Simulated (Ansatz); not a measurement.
BaTiO3:

```
Ba Ti O
1.0
     4.00730    0.00000    0.00000
     0.00000    4.00730    0.00000
     0.00000    0.00000    8.01460
Ba Ti O
2 2 6
Direct
  0.57741 0.59500 0.23992
  0.51332 0.45608 0.76365
  0.03541 0.99821 0.01324
  0.94999 0.97117 0.51853
  0.56907 0.92563 0.97977
  0.42933 0.96655 0.50053
  0.96890 0.59557 0.98415
  0.95413 0.46286 0.52367
  0.96185 0.01025 0.22399
  0.04058 0.01868 0.75255
```

The cell isn't the ideal one: all atoms moved at random, sigma 0.15 Å a component.

```yaml
Program: Ansatz 0.2.0
Task: relaxation of cell and atoms
Functional: PBE
Dispersion: D4
Potentials_or_basis: Ansatz PAW
Cutoff: "420 eV (not typed: the program's choice for these potentials)"
k_mesh: 7 × 7 × 4
Occupations: fermi-dirac, width 0.05 eV
Spin: no spin polarisation
```

At the start: volume 12.87 Å³/atom.

Task: Where does the relaxation end?

Result: It ends after 12 steps and the volume is 13.03 Å³/atom (+1.3 %); space group Cmc2_1 (No. 36, to 0.05 Å).

Step by step:
```csv
step,energy change (eV),largest force (eV/Å),volume (Å³)
1,0.0000,7.8523,128.70
2,-3.2017,3.7016,132.97
3,-4.3260,1.1561,129.91
4,-4.5368,0.0674,129.45
5,-4.5359,0.0833,130.78
6,-4.5387,0.0498,129.98
7,-4.5399,0.0028,130.18
8,-4.5461,0.0030,130.18
9,-4.5459,0.0031,130.30
10,-4.5464,0.0031,130.30
11,-4.5463,0.0005,130.35
12,-4.5465,0.0005,130.35
```

Final structure:
```xyz
10
Lattice="3.9939 0.0030 0.0000 0.0030 3.9936 0.0000 0.0000 0.0000 8.1723" Properties=species:S:1:pos:R:3 pbc="T T T"
Ba    1.9880    1.9879    2.0927
Ba    2.0089    2.0088    6.1788
Ti   -0.0506    3.9402    0.1145
Ti    4.0505    4.0500    4.2006
O     2.0422    4.0225    8.1349
O     1.9578    3.9677    4.0487
O     4.0229    2.0418    8.1348
O     3.9678    1.9579    4.0487
O     3.9925    0.0017    1.9539
O     0.0013    0.0013    6.0400
```

Caveat: the plane-wave basis is chosen anew once the cell has moved, so the energies of steps on either side of that aren't comparable; the pressure holds a Pulay correction of +0.5 GPa for the finite cutoff.
